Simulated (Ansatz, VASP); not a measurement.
## Sb in VASP and in Ansatz

The input INCAR:

```
PREC = Accurate
ENCUT = 520
EDIFF = 1E-7
ISMEAR = -1
SIGMA = 0.05
LREAL = F
LASPH = T
NELM = 100
ALGO = Normal
ISIF = 2
LWAVE = F
LCHARG = T
GGA = PS
LELF = T
LVHAR = T
NBANDS = 12
```

KPOINTS

```
regular mesh
0
Gamma
  12 12 7
```

The input POSCAR:

```
Sb
1.0
    3.4026901813      0.0000000000      0.0000000000
   -1.7013450907      2.9468161382      0.0000000000
    0.0000000000      0.0000000000      5.3300000000
Sb
2
Direct
    0.3333333333      0.6666666667      0.2500000000
    0.6666666667      0.3333333333      0.7500000000
```

Input for Ansatz:

```yaml
crystal:
  lattice:
    - [3.4026901813, 0.0, 0.0]
    - [-1.7013450907, 2.9468161382, 0.0]
    - [0.0, 0.0, 5.33]
  atoms:
    - { symbol: Sb, position: [0.3333333333, 0.6666666667, 0.25] }
    - { symbol: Sb, position: [0.6666666667, 0.3333333333, 0.75] }
kpoints:
  mp_grid: { grid: [12, 12, 7] }
  band_path:
    path:
      - [0.0, 0.0, 0.0]
      - [0.5, 0.0, 0.0]
      - [0.3333333333, 0.3333333333, 0.0]
      - [0.0, 0.0, 0.0]
      - [0.0, 0.0, 0.5]
      - [0.5, 0.0, 0.5]
      - [0.3333333333, 0.3333333333, 0.5]
      - [0.0, 0.0, 0.5]
      - [0.5, 0.0, 0.5]
    npoints: 5
scf:
  occupations: { method: fermi_dirac, width: 0.05 }
hamiltonian:
  xc: pbesol
  pseudopotentials: { kind: all_electron, lapw: { basis_error: 0.0005 } }
output:
  forces: true
  stress: true
  eigenvalues: true
```

Change from the starting cell: equal xx and yy strain of +1 %.

Alike in both runs: task single point; functional PBEsol; k mesh 12 × 12 × 7; occupations fermi-dirac, width 0.05 eV; no spin polarisation.

```csv
,VASP,Ansatz
version,VASP 6.6.1,Ansatz 0.2.0
potentials or method,"VASP PAW PBE potentials, release 64 (Sb)","all-electron LAPW, scalar-relativistic"
plane-wave cutoff (eV),520,see its input
```

|  | VASP | Ansatz | Ansatz less VASP |
| --- | --- | --- | --- |
| pressure (GPa) | -1.5 | -1.5 | +0.03 |
| largest component of the traceless stress (GPa) | 0.61 | 0.61 | 0.000 |

Ansatz ran all-electron here, so the differences hold the error of VASP's frozen core and of both bases.

Caveats: the PAW data sets were made with another functional, which shifts forces and pressure a little (VASP). The runs have no spin-orbit coupling, so splittings on Sb are missing.
